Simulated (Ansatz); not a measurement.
# Br (I4/mmm) in Ansatz: convergence with k mesh

Aim: find how far k mesh must go before the results for Br settle, at LDA. This setting moves, with any that are tied to it; all else stays.

Everything below comes from runs of Ansatz 0.2.0. Logs are shortened: lines on timing, memory, paths and dates and some standing lists are left out, and cuts for length are marked.

### 1 The structure

It takes space group I4/mmm (No. 139, tetragonal). The conventional cell has a = 2.847 Å, b = 2.847 Å, c = 7.155 Å, α = 90.00°, β = 90.00°, γ = 90.00°. Br (site symmetry 4/mmm) is surrounded by 4 Br at 2.85 Å.

### 2 With k mesh 4 × 4 × 4

Input file input.yaml:

```yaml
crystal:
  lattice:
    - [-1.423491705, 1.423491705, 3.57751737]
    - [1.423491705, -1.423491705, 3.57751737]
    - [1.423491705, 1.423491705, -3.57751737]
  atoms:
    - { symbol: Br, position: [0.0, 0.0, 0.0] }
hamiltonian:
  xc: lda
  pseudopotentials: { kind: paw_fr }
magnetization:
  noncollinear: true
  spin_orbit: true
kpoints:
  mp_grid: { grid: [4, 4, 4] }
scf:
  occupations: { method: cold, width: 0.1 }
output:
  forces: true
  stress: true
  eigenvalues: true
```

Potentials or basis: Ansatz PAW.

Command:

```sh
ansatz run input.yaml --threads 2 --pin off --max-ram 5632MiB --backend cpu --events-out ev --progress --plain --runs-dir out
```

The program printed:

```text
Warning: RAYON_NUM_THREADS=2 ignored (pool sized by the plan → 2); use --threads N
basis.fft_grid_basis auto: the FFT boxes are laid along the combinations [[1, 0, 1], [0, 1, 1], [0, 0, 1]] of the cell's own vectors, 2.847, 2.847 and 4.105 Å long. The dense box has 20×20×30 points. Along the cell's own vectors, as sized, it would have 30×30×30, 2.25 times as many. Of the 16 symmetry operations that the crystal satisfies within crystal.symmetry.tolerance (time reversal apart; of a slab, those that keep its plane) the dense box along the cell's own vectors carries 16, and the one as laid loses 12 of those. basis.fft_grid_basis: typed keeps the cell's own vectors: state it where this run's energies or levels are differenced outside the engine with another run's, or held beside a run that keeps those vectors.
Engine: ansatz 0.2.0, x86_64-unknown-linux-gnu
Pseudopotentials: kind: paw_fr
Pseudopotential: Br, paw_fr, valence charge 7, recommended cutoff 420 eV (normal), Br.paw.azcp#standard-fr
Functional definition: SPW92
  exchange = slater_x
  correlation = pw_c
non-collinear run that drives no moment, with spin-orbit: no starting moment large enough to seed its density (crystal.atoms[].spin), no starting occupations that ask for one, no magnetisation constraint and no magnetic field, so the semilocal B_xc is pinned to zero
Crystal: 1 atoms, lattice volume = 28.997 Å³
Basis set: ecut = 420 eV, 575 PW (Γ), FFT grids on a1+a3, a2+a3, a3
Bands: 16, of which v1, the nominal top of the filled ones, is band 7 counted from 1 (6 counted from 0)
Symmetry: 16 space group operations + 16 with time reversal
Magnetic group: BNS 139.532 (UNI 1192), of the structure as read, at distance tolerance 3.1e-5 Å
k-points: 13 of 64
Projection manifold: j_resolved (fully-relativistic pseudo-atomic orbitals)
Non-local potential: Br, projectors of the file, l = 0: 2, l = 1: 4, l = 2: 4
PAW form: soft (Blöchl's): semilocal exchange-correlation on the pseudo side does not see the compensation charge
PAW frozen core: Br, regenerated for the run's functional, and the local potential with it (the file was generated under x = pbe(κ = 0.804, μ = 0.2195149727645171), c = pbe(β = 0.06672455060314922))
PAW one-centre angular grid: Br, 110 points (default); XC on 64 Gauss nodes
Initial density: superposition of atomic densities (chi_scale 0.1, normalization cell)
Initial wavefunctions: pseudopotential atomic-orbital guess
[... 10 lines left out ...]
SCF converged after 6 iterations
Stability not checked: this state was not tested for a lower state beside it, because cold or Methfessel-Paxton smearing, or corrected tetrahedra, fill the levels in a way that the test cannot read (fill_not_monotonic; see scf.lower_state_search)
Magnetization: |M| = 0.0000 μB,  M = (+0.0000, +0.0000, +0.0000) μB
Absolute magnetization: 0.0000 μB (∫|m|)
  site 0: m = (+0.0000, +0.0000, +0.0000) μB, |m| = 0.0000 μB  (R = 1.17 Å)
Free energy (F): -2694.433677 eV
Harris-Foulkes:  -2694.433677 eV  (|F-HF|=6.81e-10)
Internal energy: -2694.433677 eV  (E = F + TS)
E sigma→0 (E₀):  -2694.433677 eV
Fermi energy:    3.395615 eV
Step filling:    the computed levels leave a gap of 1.1101 eV = 11.1 smearing widths at the electron count; against every level under it full and every level over it empty, smearing changes F+E_penalty+E_count by -1.31e-16 meV and its σ→0 estimate by -3.77e-14 meV
--- Per-component energies (eV) ---
  E_band       = -20.291206
  E_kinetic    = 130.888949
  E_local      = -203.943173  (includes V_loc(G=0)·N_el)
  E_nonlocal   = 71.657342
  E_hartree    = 48.178738
  E_xc         = -259.239135
  E_vxc        = -102.537605  (∫ρ·V_xc dr)
  E_paw        = -2161.576876  (= ΣΔE_a)
  E_vpaw       = -12.714110  (= ΣTr[D̂ρ^β])
  E_aug_tail   = -0.000000  (compensation charges beyond the density's cutoff)
  E_ewald      = -320.606414
  E_core_change = 0.206892  (= ΣΔE_core)
  E_smearing   = 0.000000  (= −TS)
  E_closure    = 0.000000  (closes the sum)
  Σ components = -2694.433677   (vs F -2694.433677, Δ=0.00e0)
--- Forces (eV/Å), atoms counted from 1 ---
  atom   1  Br    -0.00000000     0.00000000     0.00000000
  max |Σ_I F_I| component: 1.38e-29 eV/Å
--- Stress (GPa, compression-positive) ---
       -7.338298      -0.000000       0.000000
       -0.000000      -7.338298      -0.000000
        0.000000       0.000000      -0.891461
  P = ⅓ Tr σ = -5.1894 GPa (-51.894 kbar)
--- Band table (eV; the first three rows and the last of 13) ---
  k-point 0: bands = ["-12.9577", "-12.9577", "1.0552", "1.0552", "4.0617", "4.0617", "4.5209", "4.5209", "8.4206", "8.4206", "13.2413", "13.2413", "13.5708", "13.5708", "19.2289", "19.2289"]
  k-point 1: bands = ["-11.6075", "-11.6075", "0.6981", "0.6981", "1.1294", "1.1294", "2.0228", "2.0228", "10.7524", "10.7524", "13.7112", "13.7112", "14.0546", "14.0546", "14.9065", "14.9065"]
  k-point 2: bands = ["-9.8105", "-9.8105", "-1.2364", "-1.2364", "-0.7884", "-0.7884", "2.7672", "2.7672", "8.6350", "8.6350", "11.4928", "11.4928", "15.9152", "15.9152", "16.8615", "16.8615"]
  k-point 12: bands = ["-12.7096", "-12.7096", "-1.1940", "-1.1940", "3.8773", "3.8773", "4.3453", "4.3453", "12.5005", "12.5005", "12.6724", "12.6724", "14.7720", "14.7720", "20.5426", "20.5426"]
```

Wall time 1.8 s (2 threads of Intel Xeon at 2.50GHz (Skylake/Cascade Lake), shared host); peak memory 0.28 GiB.

What came out:

| Item | Value |
| --- | --- |
| Free energy | -2694.4337 eV |
| Pressure | -5.2 GPa |
| Band gap on the k mesh | 1.11 eV |

### 3 With k mesh 5 × 5 × 5

Changes to input.yaml since step 2:

```diff
@@ -14,3 +14,3 @@
 kpoints:
-  mp_grid: { grid: [4, 4, 4] }
+  mp_grid: { grid: [5, 5, 5] }
 scf:
```

Potentials or basis: Ansatz PAW.

Command:

```sh
ansatz run input.yaml --threads 2 --pin off --max-ram 5632MiB --backend cpu --events-out ev --progress --plain --runs-dir out
```

Wall time 2 s (2 threads of Intel Xeon at 2.50GHz (Skylake/Cascade Lake), shared host); peak memory 0.29 GiB.

Results:

* Free energy: -2694.0623 eV
* Pressure: -2.4 GPa
* Band gap on the k mesh: none (metal or under the smearing width)

### 4 With k mesh 6 × 6 × 6

Changes to input.yaml since step 3:

```diff
@@ -14,3 +14,3 @@
 kpoints:
-  mp_grid: { grid: [5, 5, 5] }
+  mp_grid: { grid: [6, 6, 6] }
 scf:
```

Command:

```sh
ansatz run input.yaml --threads 2 --pin off --max-ram 5632MiB --backend cpu --events-out ev --progress --plain --runs-dir out
```

Run time: 2.7 s. Hardware: 2 threads of Intel Xeon at 2.50GHz (Skylake/Cascade Lake), shared host; peak memory 0.31 GiB.

What came out:

| Property | Result |
| --- | --- |
| Free energy | -2693.9827 eV |
| Pressure | -2.2 GPa |
| Band gap on the k mesh | none (metal or under the smearing width) |

### 5 With k mesh 7 × 7 × 7

Changes to input.yaml since step 4:

```diff
@@ -14,3 +14,3 @@
 kpoints:
-  mp_grid: { grid: [6, 6, 6] }
+  mp_grid: { grid: [7, 7, 7] }
 scf:
```

Command:

```sh
ansatz run input.yaml --threads 2 --pin off --max-ram 5632MiB --backend cpu --events-out ev --progress --plain --runs-dir out
```

Run time: 3 s. Hardware: 2 threads of Intel Xeon at 2.50GHz (Skylake/Cascade Lake), shared host; peak memory 0.32 GiB.

Results:

```
Free energy            : -2693.9941 eV
Pressure               : -2.2 GPa
Band gap on the k mesh : none (metal or under the smearing width)
```

### 6 With k mesh 9 × 9 × 9

Changes to input.yaml since step 5:

```diff
@@ -14,3 +14,3 @@
 kpoints:
-  mp_grid: { grid: [7, 7, 7] }
+  mp_grid: { grid: [9, 9, 9] }
 scf:
```

Potentials or basis: Ansatz PAW.

Command:

```sh
ansatz run input.yaml --threads 2 --pin off --max-ram 5632MiB --backend cpu --events-out ev --progress --plain --runs-dir out
```

Run time: 5.2 s. Hardware: 2 threads of Intel Xeon at 2.50GHz (Skylake/Cascade Lake), shared host; peak memory 0.36 GiB.

Results (log left out):

| Quantity | Value |
| --- | --- |
| Free energy | -2694.0492 eV |
| Pressure | -2.4 GPa |
| Band gap on the k mesh | none (metal or under the smearing width) |

### 7 With k mesh 12 × 12 × 12

Changes to input.yaml since step 6:

```diff
@@ -14,3 +14,3 @@
 kpoints:
-  mp_grid: { grid: [9, 9, 9] }
+  mp_grid: { grid: [12, 12, 12] }
 scf:
```

Command:

```sh
ansatz run input.yaml --threads 2 --pin off --max-ram 5632MiB --backend cpu --events-out ev --progress --plain --runs-dir out
```

Wall time 10 s (2 threads of Intel Xeon at 2.50GHz (Skylake/Cascade Lake), shared host); peak memory 0.42 GiB.

It converged, with:

* Free energy: -2694.0694 eV
* Pressure: -2.4 GPa
* Band gap on the k mesh: none (metal or under the smearing width)

### 8 With k mesh 15 × 15 × 15

Changes to input.yaml since step 7:

```diff
@@ -14,3 +14,3 @@
 kpoints:
-  mp_grid: { grid: [12, 12, 12] }
+  mp_grid: { grid: [15, 15, 15] }
 scf:
```

Command:

```sh
ansatz run input.yaml --threads 2 --pin off --max-ram 5632MiB --backend cpu --events-out ev --progress --plain --runs-dir out
```

Wall time 17 s (2 threads of Intel Xeon at 2.50GHz (Skylake/Cascade Lake), shared host); peak memory 0.5 GiB.

It converged, with:

- Free energy: -2694.0743 eV
- Pressure: -2.6 GPa
- Band gap on the k mesh: none (metal or under the smearing width)

### 9 With k mesh 18 × 18 × 18

Changes to input.yaml since step 8:

```diff
@@ -14,3 +14,3 @@
 kpoints:
-  mp_grid: { grid: [15, 15, 15] }
+  mp_grid: { grid: [18, 18, 18] }
 scf:
```

Potentials or basis: Ansatz PAW.

Command:

```sh
ansatz run input.yaml --threads 2 --pin off --max-ram 5632MiB --backend cpu --events-out ev --progress --plain --runs-dir out
```

Wall time 24 s (2 threads of Intel Xeon at 2.50GHz (Skylake/Cascade Lake), shared host); peak memory 0.63 GiB.

The run converged. Its results:

```yaml
Free_energy: -2694.0680 eV
Pressure: -2.4 GPa
Band_gap_on_the_k_mesh: none (metal or under the smearing width)
```

### 10 With k mesh 21 × 21 × 21

Changes to input.yaml since step 9:

```diff
@@ -14,3 +14,3 @@
 kpoints:
-  mp_grid: { grid: [18, 18, 18] }
+  mp_grid: { grid: [21, 21, 21] }
 scf:
```

Command:

```sh
ansatz run input.yaml --threads 2 --pin off --max-ram 5632MiB --backend cpu --events-out ev --progress --plain --runs-dir out
```

Wall time 34 s (2 threads of Intel Xeon at 2.50GHz (Skylake/Cascade Lake), shared host); peak memory 0.8 GiB.

Results (log left out):

```
Free energy            : -2694.0695 eV
Pressure               : -2.5 GPa
Band gap on the k mesh : none (metal or under the smearing width)
```

### 11 Result

| k mesh | energy less the tightest run, at zero smearing (meV/atom) | pressure (GPa) | gap on the mesh (eV) | SCF cycles | CPU time (s) | peak memory (GiB) |
| --- | --- | --- | --- | --- | --- | --- |
| 4 × 4 × 4 | -364.10 | -5.19 | 1.110 | 6 | 2.1 | 0.28 |
| 5 × 5 × 5 | 7.93 | -2.37 | 0.000 | 7 | 2.4 | 0.29 |
| 6 × 6 × 6 | 87.05 | -2.17 | 0.000 | 6 | 3.4 | 0.31 |
| 7 × 7 × 7 | 75.85 | -2.23 | 0.000 | 6 | 4.1 | 0.32 |
| 9 × 9 × 9 | 21.01 | -2.42 | 0.000 | 6 | 7.3 | 0.36 |
| 12 × 12 × 12 | -0.08 | -2.41 | 0.000 | 6 | 15 | 0.42 |
| 15 × 15 × 15 | -4.79 | -2.62 | 0.000 | 6 | 25 | 0.5 |
| 18 × 18 × 18 | 1.47 | -2.42 | 0.000 | 6 | 42 | 0.63 |
| 21 × 21 × 21 | 0.00 | -2.51 | 0.000 | 6 | 60 | 0.8 |

Against the tightest run, the pressure stays within 0.1 GPa from 18 × 18 × 18 on; the gap on the mesh stays within 0.01 eV from 5 × 5 × 5 on. Not settled before the last step: the energy (to 1 meV/atom). Meshes of other sizes hit other points, so gaps and Fermi surfaces needn't settle smoothly. The tightest run that finished is the yardstick and may itself not be fully converged.

Caveats: the PAW data sets come from PBE, with cores solved anew for the run's functional, which leaves a small shift of forces and pressure.
